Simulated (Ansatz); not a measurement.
Something may be wrong with this Ansatz 0.2.0 calculation of La.

input.yaml

```yaml
crystal:
  lattice:
    - [-2.123831071, 2.123831071, 2.123831071]
    - [2.123831071, -2.123831071, 2.123831071]
    - [2.123831071, 2.123831071, -2.123831071]
  atoms:
    - { symbol: La, position: [0.0, 0.0, 0.0] }
hamiltonian:
  xc: r2scan0
  pseudopotentials: { kind: paw }
  dispersion: d4
kpoints:
  mp_grid: { grid: [6, 6, 6] }
scf:
  occupations: { method: fermi_dirac, width: 0.3 }
  n_extra_bands: 0
  max_iter: 60
output:
  forces: true
  stress: true
  eigenvalues: true
  dos: { projected: true, de: 0.05 }
```

Potentials or basis: Ansatz PAW.

The run is started by

```sh
$ ansatz run input.yaml --threads 1 --pin off --max-ram 2560MiB --backend cpu --events-out ev --progress --plain --runs-dir out
```

Output:

```text
Error: inconsistent input (scf.n_extra_bands, scf.occupations.method): n_bands = 6 leaves no empty band above the 6 bands per channel that the deck's 11 electrons occupy, and the occupations search for the Fermi level (a smearing at a finite width, or tetrahedra): a level found among occupied bands alone can fill a metal as an insulator; raise scf.n_extra_bands until at least 7 bands are solved (omitted, it auto-derives to 16) (see scf.n_extra_bands in the input reference)
```

Q: What happened, and what is wrong with the input?

A: The program refused the input. The input holds a flaw that was put in on purpose: too few bands (scf.n_extra_bands = 0; scf.occupations = method fermi_dirac, width 0.3).
